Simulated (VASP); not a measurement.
BN:

```
B N
1.0
     1.25112    0.72234    3.37293
    -1.25112    0.72234    3.37293
     0.00000   -1.44467    3.37293
B N
1 1
Direct
  0.99967 0.99967 0.99967
  0.33276 0.33276 0.33276
```

The cell is a database's computed one.

| Quantity | Value |
| --- | --- |
| Program | VASP 6.6.1 |
| Task | relaxation of cell and atoms |
| Functional | PBEsol |
| Dispersion | D3(BJ) |
| Potentials or basis | VASP PAW PBE potentials, release 64 (B, N) |
| Cutoff | 600 eV |
| k mesh | 12 × 12 × 12 |
| Occupations | gaussian, width 0.02 eV |
| Spin | no spin polarisation |

At the start: pressure -0.9 GPa; volume 9.14 Å³/atom.

Task: How do energy, volume and symmetry change on relaxing?

Result: Over 12 steps the energy falls by 3.4 meV/atom and the volume is 8.56 Å³/atom (-6.4 %); space group R3m (No. 160, to 0.05 Å).

Step by step:
| step | energy change (eV) | largest force (eV/Å) | pressure (GPa) | volume (Å³) |
| --- | --- | --- | --- | --- |
| 1 | 0.0000 | 0.0026 | -0.93 | 18.29 |
| 2 | -0.0007 | 0.0019 | 0.27 | 18.15 |
| 3 | -0.0008 | 0.0039 | 0.79 | 18.09 |
| 4 | -0.0011 | 0.0050 | 0.77 | 18.06 |
| 5 | -0.0019 | 0.0081 | 0.71 | 17.98 |
| 6 | -0.0034 | 0.0146 | 0.51 | 17.82 |
| 7 | -0.0057 | 0.0287 | 0.24 | 17.50 |
| 8 | -0.0060 | 0.0634 | -0.20 | 16.86 |
| 9 | -0.0067 | 0.0453 | -0.02 | 17.17 |
| 10 | -0.0067 | 0.0471 | -0.03 | 17.14 |
| 11 | -0.0068 | 0.0076 | 0.01 | 17.12 |
| 12 | -0.0068 | 0.0007 | 0.01 | 17.11 |

Final structure:
```
B N
1.0
     1.25033    0.72188    3.16030
    -1.25033    0.72188    3.16030
     0.00000   -1.44376    3.16030
B N
1 1
Direct
  0.99980 0.99980 0.99980
  0.33263 0.33263 0.33263
```

Caveat: the PAW data sets were made with another functional, which shifts forces and pressure a little.
